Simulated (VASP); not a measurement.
Input of a VASP 6.6.1 run:

INCAR

```
PREC = Accurate
ENCUT = 520
EDIFF = 1E-6
ISMEAR = 0
SIGMA = 0.02
LREAL = F
LASPH = T
NELM = 60
ALGO = Normal
ISIF = 2
LWAVE = F
LCHARG = T
GGA = PE
LELF = T
LVHAR = T
NBANDS = 15
```

Contents of KPOINTS:

```
regular mesh
0
Gamma
  6 6 6
```

File POSCAR:

```
KI
1.0
    0.0000000000      3.5881823091      3.5881823091
    3.5881823091      0.0000000000      3.5881823091
    3.5881823091      3.5881823091      0.0000000000
K I
1 1
Direct
    0.0000000000      0.0000000000      0.0000000000
    0.5000000000      0.5000000000      0.5000000000
```

Potentials or basis: VASP PAW PBE potentials, release 64 (K_sv, I).

Launch:

```bash
$ cat potpaw_PBE.64/K_sv/POTCAR potpaw_PBE.64/I/POTCAR > POTCAR
$ mpirun -np 1 vasp_std > vasp.out
```

Q: Estimate the band gap on the k mesh.

A: 3.86 eV.

Q: Predict the pressure.

A: 0.1 GPa.

Caveat: spin-orbit coupling is left out, which moves the levels of the heavy elements.

**The experiment to reproduce.**

From a printed reference work, monograph, for a bulk crystal of KI: band gap 6.32 eV.

Against the measured gap of KI, 6.32 eV (a printed reference work, monograph), the calculated 3.86 eV is off by -2.46 eV. Spin-orbit coupling on I is left out. The value is that of PBE, without temperature or zero-point motion. Semilocal functionals fall short of measured gaps as a rule.
